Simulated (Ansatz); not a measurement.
## WSe2: frozen-core PAW against all-electron methods

```
W Se
1.0
     3.29000    0.00000    0.00000
    -1.64500    2.84922    0.00000
     0.00000    0.00000   12.71060
W Se
2 4
Cartesian
  0.0000 1.8995 3.1776
  1.6450 0.9497 9.5329
  0.0000 1.8995 7.8933
  1.6450 0.9497 1.5380
  0.0000 1.8995 11.1726
  1.6450 0.9497 4.8173
```

Atom numbers follow the list: W1, W2, Se3, Se4, Se5, Se6.

The cell is COD entry 9009146, as deposited and not checked against the literature; nothing was relaxed. The listed cell was then made from it by scaling, straining or moving an atom.

No spin–orbit coupling, which matters for the heavy atoms here.

Methods: DFT, PBE, PAW with Ansatz's default frozen-core files, scalar-relativistic (Ansatz 0.2.0); DFT, PBE, all-electron PAW with datasets made for the crystal, scalar-relativistic (Ansatz 0.2.0); DFT, PBE, all-electron LAPW, scalar-relativistic (Ansatz 0.2.0).

For PAW: a Γ-centred 11×11×3 k mesh, Fermi–Dirac smearing of 0.08 eV, cutoff 420 eV, no spin polarisation. The crystal-made all-electron datasets (AE datasets) take a cutoff of 300 eV at this cell. LAPW targets a basis error of 0.5 meV/atom. The Ansatz runs share mesh, smearing and spin set-up. Plane-wave (PAW) pressures include the program's estimate of the Pulay term.

Stress and pressure are positive in compression.

```
              quantity     PAW  AE datasets    LAPW
        pressure (GPa)    7.18         7.22    7.22
       stress xx (GPa)    5.61         5.65    5.65
       stress zz (GPa)   10.32        10.35   10.35
force on Se3, z (eV/Å)  -0.753       -0.756  -0.756
         band gap (eV)   0.879        0.881   0.881
```

PAW's pressure differs from the LAPW value by -0.04 GPa.
